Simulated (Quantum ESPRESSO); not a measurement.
Runs of Quantum ESPRESSO 7.5 on Cr. It takes space group Im-3m (No. 229, cubic). The conventional cell has a = 2.969 Å, b = 2.969 Å, c = 2.969 Å, α = 90.00°, β = 90.00°, γ = 90.00°. Around Cr (site symmetry m-3m) lie 8 Cr at 2.57 Å. 

```csv
U,gap on the mesh (eV),pressure (GPa),moment (μB)
Cr d U = 4.0 eV,none,68.5,4.24
Cr d U = 6.0 eV,none,86.6,4.71
Cr d U = 8.0 eV,none,90.6,4.80
Cr d U = 2.0 eV,none,23.7,(a)
```

Alike in all rows: task Hubbard U by linear response; level PBE+U; potentials or basis GBRV 1.5 PBE; spin collinear, ferromagnetic start; cell as given; k mesh 8 × 8 × 8; cutoff (eV) 612; smearing fermi-dirac 0.05 eV; the mesh is coarse, so values aren't converged.

Question: Estimate the missing entries.

Answer: (a) 2.84.

Caveats: all runs use coarse meshes; the computed U isn't converged in cell size; the U is typed as a test and isn't derived for this compound; a pressure of tens of GPa on the cell as given is suspect, and the run, the potentials or the cell itself is likely at fault (some runs).

A gap of «none» marks a metal or a gap under the smearing width.
